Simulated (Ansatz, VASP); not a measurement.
Two plane-wave programs on CdF2

INCAR

```
PREC = Accurate
ENCUT = 520
EDIFF = 1E-7
ISMEAR = -1
SIGMA = 0.05
LREAL = False
LASPH = True
NELM = 60
ALGO = Normal
ISIF = 2
LWAVE = False
LCHARG = False
GGA = CA
NBANDS = 20
```

File KPOINTS:

```
Automatic mesh
0
Gamma
  9 9 9
```

File POSCAR:

```
CdF2
1.0
    0.0000000000      2.7294514339      2.7294514339
    2.7294514339      0.0000000000      2.7294514339
    2.7294514339      2.7294514339      0.0000000000
Cd F
1 2
Direct
    0.0000000000      0.0000000000      0.0000000000
    0.7500000000      0.7500000000      0.7500000000
    0.2500000000      0.2500000000      0.2500000000
```

input.yaml

```yaml
crystal:
  lattice:
    - [0.0, 2.7294514339, 2.7294514339]
    - [2.7294514339, 0.0, 2.7294514339]
    - [2.7294514339, 2.7294514339, 0.0]
  atoms:
    - { symbol: Cd, position: [0.0, 0.0, 0.0] }
    - { symbol: F, position: [0.75, 0.75, 0.75] }
    - { symbol: F, position: [0.25, 0.25, 0.25] }
hamiltonian:
  xc: lda
  pseudopotentials: { kind: paw }
kpoints:
  mp_grid: { grid: [9, 9, 9] }
scf:
  occupations: { method: fermi_dirac, width: 0.05 }
output:
  forces: true
  stress: true
  eigenvalues: true
  write_density: true
  write_potential: true
  elf: true
  volumetric_format: npy
```

Alike in both runs: task single point; functional LDA; k mesh 9 × 9 × 9; occupations fermi-dirac, width 0.05 eV; no spin polarisation.

```csv
,VASP,Ansatz
version,VASP 6.6.1,Ansatz 0.2.0
potentials or method,"VASP PAW LDA potentials, release 64 (Cd, F)",Ansatz PAW
plane-wave cutoff (eV),520,420
valence electrons in the cell,26,34
```

```tsv
	VASP	Ansatz	Ansatz less VASP
gap on the k mesh at the Fermi level (eV)	2.69	2.70	+0.012
least direct gap on the mesh (eV)	3.19	3.20	+0.008
pressure (GPa)	-8.4	-9.2	-0.78
```

The two sets of potentials don't hold the same shells in valence.

Caveats: an odd mesh through Γ misses points on the zone boundary, where band edges often lie (VASP); odd divisions of the mesh miss points on the zone boundary, where band edges often lie, so the gap on the mesh can be too wide (Ansatz); the pressure holds a Pulay correction of +0.9 GPa for the finite cutoff (Ansatz); the PAW data sets come from PBE, with cores solved anew for the run's functional, which leaves a small shift of forces and pressure (Ansatz). As with any semilocal functional, this LDA gap is likely too small.
